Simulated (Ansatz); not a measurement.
# InN with two functionals, uniaxial stress, 1 GPa tension along z

Start from InN in the zinc blende structure (space group F-43m, No. 216; a = 5.0494 Å). Axes: x, y, z lie along the cube axes.

(Cell as relaxed with PBE.)

Levels (all Ansatz, a program for electronic structure, PAW, earlier PAW set): PBE (420 eV, spin-orbit coupling left out); r2SCAN (500 eV, no spin-orbit coupling).

Each level relaxes its own structure.

| base | PBE | r2SCAN |
|---|---|---|
| volume per atom | 16.09 Å³ | 15.62 Å³ |
| lattice parameter a | 5.049 Å | 5.000 Å |
| band gap | zero | zero |

Perturbation: uniaxial stress, 1 GPa tension along z; all other stress components relax to zero.

| quantity | PBE | r2SCAN |
|---|---|---|
| energy relative to the base (free energy F) | +0.6 meV/atom | [?] |
| volume per atom | 16.13 Å³ | [?] |
| band gap | zero | [?] |

Problem. Predict the r2SCAN column.

Solution. 
- energy relative to the base (free energy F), r2SCAN: +0.6 meV/atom
- volume per atom, r2SCAN: 15.66 Å³
- band gap, r2SCAN: zero

PBE's volume per atom lies 0.475 Å³ above r2SCAN's (3.0 %); the two agree on the energy relative to the base and band gap. Neither level is exact; r2SCAN is the comparison here, not a measurement.

A case with no gap was solved on a k-mesh chosen for an insulator, which is coarse for it. Load acts through the strain it causes; cell and atoms are relaxed under it. Stability under load was not tested beyond the relaxation. All final runs are without spin polarisation. This is not the structure that InN has at room temperature and ambient pressure. The zero or small gap of InN can change with the level of theory.
